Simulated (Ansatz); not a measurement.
Crystal: Sb.

```
CELL_PARAMETERS angstrom
-1.87134 1.87134 1.87134
1.87134 -1.87134 1.87134
1.87134 1.87134 -1.87134
ATOMIC_POSITIONS crystal
Sb 0.00000 0.00000 0.00000
```

This isn't the form of Sb at room conditions, which is rhombohedral.

A run of Ansatz 0.2.0 on this cell left the log below. Logs are shortened: lines on timing, memory, paths and dates and some standing lists are left out, and cuts for length are marked.

```text
Warning: RAYON_NUM_THREADS=2 ignored (pool sized by the plan → 2); use --threads N
scf.n_extra_bands = 6 over 8 filled bands (N_el = 15.0): the run solves 14 bands
Engine: ansatz 0.2.0, x86_64-unknown-linux-gnu
Pseudopotentials: kind: paw
Pseudopotential: Sb, paw, valence charge 15, recommended cutoff 420 eV (normal), Sb.paw.azcp
Functional definition: PBE
  parameter kappa = 0.804
  parameter beta = 0.06672455060314922
  exchange = pbe_x(kappa = kappa, mu = beta*pi^2/3)
  correlation = pbe_c(beta = beta)
Crystal: 1 atoms, lattice volume = 26.213 Å³
Basis set: ecut = 420 eV, 531 PW (Γ), exchange–correlation on 48×48×48 points (8 copies of the dense FFT grid, shifted against one another)
Bands: 14, of which v1, the nominal top of the filled ones, is band 8 counted from 1 (7 counted from 0)
Symmetry: 48 space group operations
Space group: Im-3m (ITA 229), of the structure as read, at distance tolerance 3.0e-5 Å
k-points: 47 of 1000
Non-local potential: Sb, projectors of the file, l = 0: 2, l = 1: 2, l = 2: 2, l = 3: 2
PAW form: soft (Blöchl's): semilocal exchange-correlation on the pseudo side does not see the compensation charge
PAW one-centre angular grid: Sb, 590 points (default); XC on 64 Gauss nodes
Initial density: superposition of atomic densities (neutral atoms: chi_scale 0, normalization atom), corrected by the library's trained network
Initial wavefunctions: pseudopotential atomic-orbital guess
Functional: x = pbe(κ = 0.804, μ = 0.2195149727645171), c = pbe(β = 0.06672455060314922)
SCF iter   1: F=—  HF=-6484.236084 eV  |F-HF|=—  |Δ(HF+E_count)|=         —  Δρ=9.05e-4  dr2=1.53e-4  ethr=1.77e-3  ⟨swp⟩=6.0  Hψ=3809  notcnv=0  defer=1
preconditioner: auto → Kerker (q_TF=auto, 2.486 Å⁻¹)  [metal: Δε(μ)=0.022 eV  Ē_g=15.162 eV  σ=0.050 eV  W_gap=0.11  n_scr=12 (ndim 8)  ℏωp=16.2 eV  f_vac=0.000  D(μ)=1.17/eV (n_scr^D=12)]
SCF iter   2: F=—  HF=-6484.235604 eV  |F-HF|=—  |Δ(HF+E_count)|=   4.79e-4  Δρ=5.64e-4  dr2=2.36e-5  ethr=1.02e-6  ⟨swp⟩=2.2  Hψ=1401  notcnv=0  defer=38
SCF iter   3: F=—  HF=-6484.235635 eV  |F-HF|=—  |Δ(HF+E_count)|=   3.07e-5  Δρ=3.14e-4  dr2=7.41e-6  ethr=1.57e-7  ⟨swp⟩=2.3  Hψ=703  notcnv=0  defer=38
SCF iter   4: F=—  HF=-6484.235651 eV  |F-HF|=—  |Δ(HF+E_count)|=   1.55e-5  Δρ=1.01e-4  dr2=9.09e-7  ethr=4.94e-8  ⟨swp⟩=2.0  Hψ=703  notcnv=0  defer=38
iter 5 did not close the SCF: its close was put off for the readings that it lacked (scf_convergence_deferred on its scf_iter line)
SCF iter   5: F=-6484.235653 eV  HF=-6484.235653 eV  |F-HF|=3.87e-9  |Δ(HF+E_count)|=   1.97e-6  Δρ=1.96e-5  dr2=7.75e-8  ethr=6.06e-9  ⟨swp⟩=2.0  Hψ=703  notcnv=0  defer=38
SCF iter   6: F=-6484.235653 eV  HF=-6484.235653 eV  |F-HF|=1.33e-8  |Δ(HF+E_count)|=   3.24e-8  Δρ=5.94e-6  dr2=1.29e-8  ethr=5.17e-10  ⟨swp⟩=6.6  Hψ=2902  notcnv=0
SCF 1 converged in 6 iterations: F = -6484.235653 eV  dr2 = 1.29e-8
  greatest PAW one-centre occupation: 0.996 electrons in one spin orbital (limit 2), on the Sb atom at site 0 (counted from 0), in its partial waves of l = 2
NSCF: frozen V_eff on 86 k-points
SCF converged after 6 iterations
Free energy (F): -6484.235653 eV
Harris-Foulkes:  -6484.235653 eV  (|F-HF|=1.33e-8)
Internal energy: -6484.226658 eV  (E = F + TS)
E sigma→0 (E₀):  -6484.231156 eV
Entropy (-TS):   -0.008994 eV (-8.994 meV/atom)
Fermi energy:    12.036572 eV
--- Per-component energies (eV) ---
  E_band       = -138.048943
  E_kinetic    = 207.118084
  E_local      = -1411.749411  (includes V_loc(G=0)·N_el)
  E_nonlocal   = 361.606017
  E_hartree    = 647.331647
  E_xc         = -138.796853
  E_vxc        = -96.705014  (∫ρ·V_xc dr)
  E_paw        = -4574.551981  (= ΣΔE_a)
  E_vpaw       = -492.976564  (= ΣTr[D̂ρ^β])
  E_aug_tail   = -0.000002  (compensation charges beyond the density's cutoff)
  E_ewald      = -1575.184159
  E_smearing   = -0.008994  (= −TS)
  E_closure    = -0.000000  (closes the sum)
  Σ components = -6484.235653   (vs F -6484.235653, Δ=0.00e0)
--- Forces (eV/Å), atoms counted from 1 ---
  atom   1  Sb    -0.00000000     0.00000000    -0.00000000
  max |Σ_I F_I| component: 1.21e-31 eV/Å
--- Stress (GPa, compression-positive) ---
        3.168473      -0.000000       0.000000
        0.000000       3.168473       0.000000
        0.000000       0.000000       3.168473
  P = ⅓ Tr σ = 3.1685 GPa (31.685 kbar)
--- Band table (eV; the first three rows and the last of 47) ---
  k-point 0: bands = ["-17.2167", "-17.2167", "-17.2167", "-17.1399", "-17.1399", "-1.0105", "17.7487", "17.7487", "17.7487", "23.4217", "23.4217", "23.4217", "23.7714", "23.7714"]
  k-point 1: bands = ["-17.2189", "-17.2125", "-17.2046", "-17.1424", "-17.1404", "-0.7954", "16.1858", "17.0796", "17.5589", "21.7524", "21.9894", "23.3119", "24.3382", "24.4170"]
  k-point 2: bands = ["-17.2245", "-17.2029", "-17.1727", "-17.1479", "-17.1418", "-0.1538", "13.2317", "15.8436", "17.0572", "20.3404", "20.7591", "23.2814", "24.8428", "26.6178"]
  k-point 46: bands = ["-17.2198", "-17.2198", "-17.0999", "-17.0999", "-17.0999", "6.5779", "9.9922", "9.9922", "9.9922", "14.9786", "14.9786", "29.3444", "31.6590", "31.6590"]
```

Task: Write the input and the command behind it.

Result: Band structure with PBE, no spin polarisation. The files as run (others can give the same):

input.yaml
```yaml
crystal:
  lattice:
    - [-1.8713408863, 1.8713408863, 1.8713408863]
    - [1.8713408863, -1.8713408863, 1.8713408863]
    - [1.8713408863, 1.8713408863, -1.8713408863]
  atoms:
    - { symbol: Sb, position: [0.0, 0.0, 0.0] }
hamiltonian:
  xc: pbe
  pseudopotentials: { kind: paw }
kpoints:
  mp_grid: { grid: [10, 10, 10] }
  band_path:
    path:
      - [[0.0, 0.0, 0.0], [0.5, -0.5, 0.5], [0.0, 0.0, 0.5], [0.0, 0.0, 0.0], [0.25, 0.25, 0.25], [0.5, -0.5, 0.5]]
      - [[0.25, 0.25, 0.25], [0.0, 0.0, 0.5]]
    npoints: 14
scf:
  occupations: { method: fermi_dirac, width: 0.05 }
  n_extra_bands: 6
output:
  forces: true
  stress: true
  eigenvalues: true
  fatbands: false
```

Potentials or basis: Ansatz PAW.
The run is started by
```sh
$ ansatz run input.yaml --threads 2 --pin off --max-ram 5632MiB --backend cpu --events-out ev --progress --plain --runs-dir out
```

Caveat: spin-orbit coupling is left out, which moves the levels of the heavy elements.
